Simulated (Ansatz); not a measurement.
Spinel MgAl2O4, treated with r²SCAN+rVV10 (Ansatz, a quantum-chemistry and plane-wave program, PAW).

Settings: plane-wave cutoff 560 eV, 8×8×8 k mesh, Fermi–Dirac smearing 0.01 eV, scalar-relativistic PAW data made under PBE.

Shape and atoms are relaxed at each volume.

Pressure at four volumes; x = ln(V/9.384 Å³). One pressure is withheld.

| V (Å³/atom) | x | P (GPa) |
|---|---|---|
| 9.009 | -0.0408 | ? |
| 9.196 | -0.0202 | 4.29 |
| 9.384 | 0.0000 | 0.02 |
| 9.759 | 0.0392 | -7.36 |

Problem. Pass a parabola P(x) through the three rows shown, estimate the bulk modulus and its pressure derivative near zero pressure, and predict the withheld pressure.

Solution. Slopes between the rows: (0.02 − (4.29))/(0.0000 − (-0.0202)) = -211.39 and (-7.36 − (0.02))/(0.0392 − (0.0000)) = -188.27 GPa. Their difference over the span 0.0594 is c = 23.12/0.0594 = 389.2 GPa, so P(x) = 4.29 + (-211.39)(x − (-0.0202)) + 389.2 (x − (-0.0202))(x − (0.0000)). At the middle row B = −dP/dx = −[-211.39 + 389.2 × 0.0202] = 203.5 GPa, and B′ = dB/dP = 2c/B = 3.8. At x = -0.0408 the parabola gives 8.97 GPa; the run gives 9.03 GPa. The Birch–Murnaghan fit to the energies at all volumes has B0 = 203 GPa and B′ = 4.0.

Measured, for comparison: bulk modulus 195 GPa (300 K, copied from a table, unchecked, not corrected to a static lattice; as tabulated in BurnMan's mineral tables). Computed (rounded) less measured: bulk modulus not scored (unchecked). A static lattice is as a rule a little smaller and stiffer than an uncorrected measurement, which narrows the difference in the bulk modulus and would widen misses of the other sign.

Note: the bulk modulus comes from volumes at which shape and atoms were relaxed.
